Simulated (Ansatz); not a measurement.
# Sb: the cost of one run

Computed with Ansatz 0.2.0 (DFT PBE, scalar-relativistic, unless a step's input says otherwise).

### 1 The system as given

It takes space group Fm-3m (No. 225, cubic). The conventional cell has a = 4.610 Å, b = 4.610 Å, c = 4.610 Å, α = 90.00°, β = 90.00°, γ = 90.00°. Around Sb (site symmetry m-3m) lie 12 Sb at 3.26 Å.

Structure file:

```xyz
1
Lattice="0.0000 2.3050 2.3050 2.3050 0.0000 2.3050 2.3050 2.3050 0.0000" Properties=species:S:1:pos:R:3 pbc="T T T"
Sb    0.0000    0.0000    0.0000
```

### 2 After the deformation

Space group Fm-3m before, I4/mmm after.

### 3 All-electron LAPW

File input.yaml:

```yaml
crystal:
  lattice:
    - [0.0, 2.305, 2.2589]
    - [2.305, 0.0, 2.2589]
    - [2.305, 2.305, 0.0]
  atoms:
    - { symbol: Sb, position: [0.0, 0.0, 0.0] }
kpoints:
  mp_grid: { grid: [12, 12, 12] }
  band_path:
    path:
      - [0.0, 0.0, 0.0]
      - [0.0, 0.5, 0.5]
      - [0.25, 0.75, 0.5]
      - [0.0, 0.5, 0.0]
      - [0.0, 0.0, 0.0]
      - [0.5, 0.5, 0.0]
      - [0.3801541025, 0.6198458975, 0.0]
      - [-0.3801541025, 0.3801541025, 0.0]
      - [0.0, 0.0, 0.0]
    npoints: 5
scf:
  occupations: { method: fermi_dirac, width: 0.05 }
hamiltonian:
  xc: pbe
  pseudopotentials: { kind: all_electron, lapw: { basis_error: 0.001 } }
output:
  forces: true
  stress: true
  eigenvalues: true
```

On the command line:

```sh
ansatz run input.yaml --threads 1 --pin off --max-ram 3072MiB --backend cpu --events-out ev --progress --plain --runs-dir out
```

**Question.** How long does this run take on 1 thread of Intel Xeon Platinum 8488C (Sapphire Rapids), shared host, and how much memory does it need?

About 7.6 s, with a peak of 0.35 GiB.
